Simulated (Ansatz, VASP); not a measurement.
**HfC: VASP beside Ansatz**

```xyz
2
Lattice="0.0000 2.3706 2.3706 2.3706 0.0000 2.3706 2.3706 2.3706 0.0000" Properties=species:S:1:pos:R:3 pbc="T T T"
Hf    2.3706    2.3706    2.3706
C     0.0000    0.0000    0.0000
```

Change from the starting cell: volume scaled by 1.06.

Alike in both runs: task single point; functional PBEsol; k mesh 10 × 10 × 10; occupations fermi-dirac, width 0.05 eV; no spin polarisation.

```csv
,VASP,Ansatz
version,VASP 6.6.1,Ansatz 0.2.0
potentials or method,"VASP PAW PBE potentials, release 64 (Hf_pv, C)",Ansatz PAW
plane-wave cutoff (eV),520,420
valence electrons in the cell,14,30
```

```csv
,VASP,Ansatz,Ansatz less VASP
gap on the k mesh at the Fermi level (eV),none,none,-
pressure (GPa),-18.6,-18.0,+0.61
```

A gap of «none» marks a metal or a gap that the smearing closes. The two sets of potentials don't hold the same shells in valence.

Caveats: the PAW data sets were made with another functional, which shifts forces and pressure a little (VASP); the PAW data sets come from PBE, with cores solved anew for the run's functional, which leaves a small shift of forces and pressure (Ansatz). The runs have no spin-orbit coupling, so splittings on Hf are missing.
